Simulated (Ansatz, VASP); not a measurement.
## One calculation of InP, two programs

```
CELL_PARAMETERS angstrom
0.00000 2.65451 2.65451
2.65451 0.00000 2.65451
2.65451 2.65451 0.00000
ATOMIC_POSITIONS crystal
In 0.00000 0.00000 0.00000
P 0.50000 0.50000 0.50000
```

Alike in both runs: task single point; functional PBEsol; k mesh 14 × 14 × 14; occupations gaussian, width 0.05 eV; no spin polarisation.

```csv
,VASP,Ansatz
version,VASP 6.6.1,Ansatz 0.2.0
potentials or method,"VASP PAW PBE potentials, release 64 (In_d, P)","scalar-relativistic, plane waves, PAW"
plane-wave cutoff (eV),520,420
valence electrons in the cell,18,18
```

```csv
,VASP,Ansatz,Ansatz less VASP
gap on the k mesh at the Fermi level (eV),none,none,-
pressure (GPa),8.6,8.6,-0.04
```

A gap of «none» marks a metal or a gap that the smearing closes.

Caveats: the PAW data sets were made with another functional, which shifts forces and pressure a little (VASP).
